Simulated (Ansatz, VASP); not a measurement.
HfO2 in VASP and in Ansatz

INCAR

```
SYSTEM = HfO2
PREC = Accurate
ENCUT = 520
EDIFF = 1E-6
ISMEAR = 0
SIGMA = 0.05
LREAL = .False.
LASPH = .True.
NELM = 80
ALGO = Normal
ISIF = 2
LWAVE = .False.
LCHARG = .False.
GGA = PE
NBANDS = 31
```

File KPOINTS:

```
Automatic mesh
0
Gamma
  6 6 4
  0 0 0
```

The input POSCAR:

```
HfO2
1.0
    3.6043047991      0.0000000000      0.0000000000
    0.0000000000      3.6043047991      0.0000000000
    0.0000000000      0.0000000000      5.2639673039
Hf O
2 4
Direct
    0.5000000000      0.5000000000      0.5000000000
    0.0000000000      0.0000000000      0.0000000000
    0.0000000000      0.5000000000      0.7359955198
    0.5000000000      0.0000000000      0.7640044802
    0.5000000000      0.0000000000      0.2640044802
    0.0000000000      0.5000000000      0.2359955198
```

Input for Ansatz:

```yaml
crystal:
  lattice:
    - [3.6043047991, 0.0, 0.0]
    - [0.0, 3.6043047991, 0.0]
    - [0.0, 0.0, 5.2639673039]
  atoms:
    - { symbol: Hf, position: [0.5, 0.5, 0.5] }
    - { symbol: Hf, position: [0.0, 0.0, 0.0] }
    - { symbol: O, position: [0.0, 0.5, 0.7359955198] }
    - { symbol: O, position: [0.5, 0.0, 0.7640044802] }
    - { symbol: O, position: [0.5, 0.0, 0.2640044802] }
    - { symbol: O, position: [0.0, 0.5, 0.2359955198] }
basis:
  ecutwfc: 420
kpoints:
  mp_grid: { grid: [6, 6, 4] }
hamiltonian:
  xc: pbe
scf:
  occupations: { method: gaussian, width: 0.05 }
output:
  forces: true
  stress: true
  eigenvalues: true
```

Change from the starting cell: mode 10 (309.8 1/cm) frozen in, largest displacement -0.225 Å.

Alike in both runs: task single point; functional PBE; k mesh 6 × 6 × 4; occupations gaussian, width 0.05 eV; no spin polarisation.

```csv
,VASP,Ansatz
version,VASP 6.6.1,Ansatz 0.2.0
potentials or method,"VASP PAW PBE potentials, release 64 (Hf_pv, O)","scalar-relativistic, plane waves, PAW"
plane-wave cutoff (eV),520,420
valence electrons in the cell,44,76
```

Ansatz gave:

* gap on the k mesh at the Fermi level (eV): 3.69
* least direct gap on the mesh (eV): 3.76
* pressure (GPa): -6.9
* largest component of the traceless stress (GPa): 8.40
* rms of the force components (eV/Å): 0.140

Estimate VASP's values.

gap on the k mesh at the Fermi level (eV): 3.69; least direct gap on the mesh (eV): 3.77; pressure (GPa): -10.2; largest component of the traceless stress (GPa): 8.54; rms of the force components (eV/Å): 0.148.

Atom by atom the forces differ by 0.007 eV/Å (rms over components). With one functional, cell and mesh, what is left measures potentials, basis and numerics. The two sets of potentials don't hold the same shells in valence.

Caveats: spin-orbit coupling is left out, which moves the levels of the heavy elements. A k mesh can miss the band edges.
